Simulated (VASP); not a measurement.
**NaCl: relaxation of the atoms with PBEsol**

The system is NaCl.

```
Na Cl
1.0
     0.00000    2.80386    2.80386
     2.80386    0.00000    2.80386
     2.80386    2.80386    0.00000
Na Cl
1 1
Direct
  0.00000 0.00000 0.00000
  0.50000 0.50000 0.50000
```

| Property | Result |
| --- | --- |
| Program | VASP 6.6.1 |
| Task | relaxation of the atoms |
| Functional | PBEsol |
| Potentials or basis | VASP PAW PBE potentials, release 64 (Na_pv, Cl) |
| Cutoff | 600 eV |
| k mesh | 8 × 8 × 8 |
| Occupations | gaussian, width 0.03 eV |
| Spin | no spin polarisation |
| Further INCAR settings | ALGO = Normal; EDIFF = 1e-07; IBRION = 2; EDIFFG = -0.01; NSW = 40 |

The pressure after relaxing is 0.0 GPa and the band gap on the k mesh is 5.00 eV, direct.

Final structure:
```
Na Cl
1.0
     0.00000    2.80386    2.80386
     2.80386    0.00000    2.80386
     2.80386    2.80386    0.00000
Na Cl
1 1
Cartesian
  0.0000 0.0000 0.0000
  2.8039 2.8039 2.8039
```

Levels at points of the mesh, in eV from the valence-band top:
```
           k point  band 4  band 5  band 6  band 7  band 8  band 9  band 10  band 11
(0.00, 0.00, 0.00)  -12.68    0.00    0.00    0.00    5.00   11.01    11.01    11.01
(0.50, 0.00, 0.00)  -12.32   -2.02   -0.28   -0.28    7.11   10.64    10.90    10.90
(0.50, 0.50, 0.00)  -12.27   -1.75   -0.63   -0.63    7.48    7.88    11.25    14.77
```

Run time: 6.5 s on 1 thread of Intel(R) Xeon(R) 6975P-C (Granite Rapids) (shared host), peak memory 0.17 GiB.

Caveat: the relaxation stopped at its first step, so nothing moved; the PAW data sets were made with another functional, which shifts forces and pressure a little. A hybrid or GW would open this gap; PBEsol tends to underestimate it.
